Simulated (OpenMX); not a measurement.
Runs of OpenMX 3.8.5 on SnO. The structure is cubic, space group Pm-3m (No. 221). Conventional cell: a = 3.132 Å, b = 3.132 Å, c = 3.132 Å, α = 90.00°, β = 90.00°, γ = 90.00°. Sn (site symmetry m-3m) is surrounded by 8 O at 2.71 Å. O (site symmetry m-3m) is surrounded by 8 Sn at 2.71 Å. The cell was built by a generator and needn't be a form met in nature.

```csv
level,gap on the mesh (eV),pressure (GPa)
PBE+D4,none,-5.0
PBE+D3,none,-4.0
PBE+D3(BJ),none,(a)
PBE,none,-2.8
```

Alike in all rows: task single point; potentials or basis OpenMX 2013 PBE set, Sn7.0-s3p2d2, O6.0-s2p2d1, grid cutoff 500 Ry; no spin polarisation; cell as given; k mesh 7 × 7 × 7; smearing fermi-dirac 0.05 eV.

Task: Estimate the missing entries.

Result: (a) -5.4.

Caveats: the basis of atomic orbitals isn't converged, which shifts pressures, moduli and gaps; pairwise dispersion overbinds metals, which lowers pressure and volume (some runs).

A k mesh can miss the band edges, and the runs leave out spin-orbit coupling on Sn.

A gap of «none» marks a metal or a gap under the smearing width.
